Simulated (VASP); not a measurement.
Wanted: the native input for a VASP 6.6.1 run.

```
Task                   : single point
Functional             : PBE
Potentials or basis    : VASP PAW PBE potentials, release 64 (Al)
Cutoff                 : 520 eV
k mesh                 : 2 × 3 × 1
Occupations            : gaussian, width 0.05 eV
Spin                   : no spin polarisation
Dipole correction      : no
Further INCAR settings : LREAL = Auto; ALGO = Fast; EDIFF = 1e-06; NBANDS = 48
```

The structure of Al lies in POSCAR:

```
Al
1.0
    8.1000000000      0.0000000000      0.0000000000
    0.0000000000      5.7275650000      0.0000000000
    0.0000000000      0.0000000000     17.7275650000
Al
21
Direct
    0.0000000000      0.0000000000      0.0564093264
    0.5000000000      0.0000000000      0.0564093264
    0.0000000000      0.5000000873      0.0564093264
    0.5000000000      0.5000000873      0.0564093264
    0.2500000000      0.2499999564      0.1371812767
    0.7500000000      0.2499999564      0.1371812767
    0.2500000000      0.7500000436      0.1371812767
    0.7500000000      0.7500000436      0.1371812767
    0.0008216049     -0.0040507615      0.2133416518
    0.4987085185     -0.0039948914      0.2133849178
    0.0035006173      0.4971271387      0.2122765873
    0.4961356790      0.4971411062      0.2122276805
    0.2494361728      0.2342835044      0.2955958700
    0.7496395062      0.2525432710      0.2944466993
    0.2496022222      0.7486554932      0.2983814754
    0.7496659259      0.7470359568      0.2865762444
   -0.0113658025     -0.0118523317      0.3688077861
    0.5104286420     -0.0125154407      0.3688377958
    0.0084346914      0.4823526228      0.3657281189
    0.4906696296      0.4814943174      0.3656101106
    0.7492796296      0.6723591963      0.4368187622
```

The cell was built by a generator and needn't be a form met in nature.

One way to write it, as run:

INCAR

```
SYSTEM = Al
PREC     = Accurate       ! precision mode
ENCUT    = 520            ! plane-wave cutoff, eV
EDIFF    = 1E-6           ! SCF threshold, eV
ISMEAR   = 0              ! smearing method
SIGMA    = 0.05           ! smearing width, eV
LREAL    = Auto         
LASPH    = .TRUE.         ! aspherical terms in the spheres
NELM     = 100            ! most SCF steps
ALGO     = Fast           ! electronic algorithm
ISIF     = 2              ! what is computed and relaxed
LWAVE    = .FALSE.        ! write WAVECAR
LCHARG   = .FALSE.        ! write CHGCAR
GGA      = PE             ! functional
NBANDS   = 48             ! bands
```

KPOINTS

```
Automatic mesh
0
G
  2 3 1
  0 0 0
```

Potentials or basis: VASP PAW PBE potentials, release 64 (Al).

Launch:

```sh
$ cat potpaw_PBE.64/Al/POTCAR > POTCAR
$ mpirun -np 1 vasp_std > vasp.out
```

Results of the run:

```json
{"Largest force": "0.548 eV/Å", "Band gap on the k mesh": "none (metal or under the smearing width)"}
```

Caveat: the k mesh is coarse (spacing up to 0.39 Å⁻¹), so the values aren't converged.

It took 4.9 min on 1 thread of Intel(R) Xeon(R) Platinum 8488C (Sapphire Rapids), on a shared host, peak memory 0.78 GiB.
